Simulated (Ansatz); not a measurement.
# LiCl: the cost of one run

Method: DFT PBE, scalar-relativistic, plane waves, PAW, in Ansatz 0.2.0.

1 further run of the same task is left out (set aside as unsound or not needed).

## (1) The starting structure

The structure is trigonal, space group R3m (No. 160). The conventional cell has a = 10.804 Å, b = 10.804 Å, c = 3.709 Å, α = 90.00°, β = 90.00°, γ = 120.00°. Li (site symmetry m) is surrounded by 4 Cl at 2.35 to 2.49 Å. Cl (site symmetry m) is surrounded by 4 Li at 2.35 to 2.49 Å.

Structure file:

```cif
data_structure
_symmetry_space_group_name_H-M 'P 1'
_symmetry_Int_Tables_number 1
_cell_length_a 6.3589
_cell_length_b 6.3589
_cell_length_c 6.3589
_cell_angle_alpha 116.314
_cell_angle_beta 116.314
_cell_angle_gamma 116.314
_cell_volume 124.99
loop_
_atom_site_label
_atom_site_type_symbol
_atom_site_fract_x
_atom_site_fract_y
_atom_site_fract_z
_atom_site_occupancy
Li1 Li 0.79913 0.18647 0.79913 1
Li2 Li 0.18647 0.79913 0.79913 1
Li3 Li 0.79913 0.79913 0.18647 1
Cl1 Cl 0.19294 0.19294 0.82937 1
Cl2 Cl 0.82937 0.19294 0.19294 1
Cl3 Cl 0.19294 0.82937 0.19294 1
```

It is the end of an earlier relaxation with the same method, from a generated guess; it needn't be the stable form of this composition. At a tolerance of 0.02 Å it has space group R3m (No. 160); it has 20.83 Å³/atom, an uncorrected energy of -1.83 eV/atom over the elements.

## (2) Electronic structure at the relaxed geometry

File input.yaml:

```yaml
crystal:
  lattice:
    - [5.4018626351, 3.1187668465, 1.2364890186]
    - [-5.4018626351, 3.1187668465, 1.2364890186]
    - [0.0, -6.2375336931, 1.2364890185]
  atoms:
    - { symbol: Li, position: [0.7991333562, 0.1864739082, 0.7991333562] }
    - { symbol: Li, position: [0.1864739082, 0.7991333562, 0.7991333562] }
    - { symbol: Li, position: [0.7991333562, 0.7991333562, 0.1864739082] }
    - { symbol: Cl, position: [0.1929445374, 0.1929445374, 0.8293703045] }
    - { symbol: Cl, position: [0.8293703045, 0.1929445374, 0.1929445374] }
    - { symbol: Cl, position: [0.1929445374, 0.8293703045, 0.1929445374] }
basis:
  ecutwfc: 420
kpoints:
  mp_grid: { grid: [6, 6, 6] }
  band_path:
    path:
      - [[0.0, 0.0, 0.0], [0.5, 0.0, 0.0], [0.5, -0.5, 0.5], [0.19286438, -0.80713562, 0.19286438]]
      - [[0.19286438, 0.19286438, 0.19286438], [0.0, 0.0, 0.0], [0.5, -0.5, 0.0]]
    npoints: 14
hamiltonian:
  xc: pbe
scf:
  occupations: { method: gaussian, width: 0.02 }
  n_extra_bands: 15
output:
  forces: true
  stress: true
  eigenvalues: true
  populations: true
  dos: { projected: true, de: 0.02, nscf_kmesh: { grid: [9, 9, 9] } }
  bader: true
  write_density: true
  write_potential: true
  elf: true
  volumetric_format: npy
```

On the command line:

```
ansatz run input.yaml --threads 1 --pin off --max-ram 2560MiB --backend cpu --events-out ev --progress --plain --runs-dir out
```

What time and memory should one allow on 1 thread of Arm Neoverse V1, shared host?

About 84 s, with a peak of 0.47 GiB.
